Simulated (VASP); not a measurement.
MgS (Niningerite) in VASP: the effect of exact exchange

Crystal: MgS (Niningerite).

```
CELL_PARAMETERS angstrom
0.00000 2.60165 2.60165
2.60165 0.00000 2.60165
2.60165 2.60165 0.00000
ATOMIC_POSITIONS crystal
S 0.50000 0.50000 0.50000
Mg 0.00000 0.00000 0.00000
```

Alike in all runs:

* Program: VASP 6.6.1
* Task: single point
* Functional: PBE0(alpha)
* Potentials or basis: VASP PAW PBE potentials, release 64 (S, Mg)
* Cutoff: 520 eV
* k mesh: 5 × 5 × 5
* Occupations: fermi-dirac, width 0.05 eV
* Spin: no spin polarisation

| exact exchange | gap on the mesh (eV) | pressure (GPa) |
| --- | --- | --- |
| 0.05 | 3.53 | 0.6 |
| 0.1 | 3.87 | 0.3 |
| 0.15 | 4.22 | 0.0 |
| 0.2 | 4.57 | -0.4 |
| 0.25 | ? | ? |
| 0.3 | 5.28 | -1.0 |
| 0.4 | 6.00 | -1.6 |
| 0.5 | 6.73 | -2.2 |

Problem. What does the run with exact exchange 0.25 give?

Solution. gap on the mesh 4.93 eV; pressure -0.7 GPa.

Worked out: A straight line through the other rows of the gap on the mesh, of slope 7.12 eV per unit of exact exchange, gives 4.94 eV, against the run's 4.93. A straight line through the other rows of the pressure, of slope -6.26 GPa per unit of exact exchange, gives -0.7 GPa, against the run's -0.7.

Caveats: the PAW data sets were made with another functional, which shifts forces and pressure a little; an odd mesh through Γ misses points on the zone boundary, where band edges often lie.
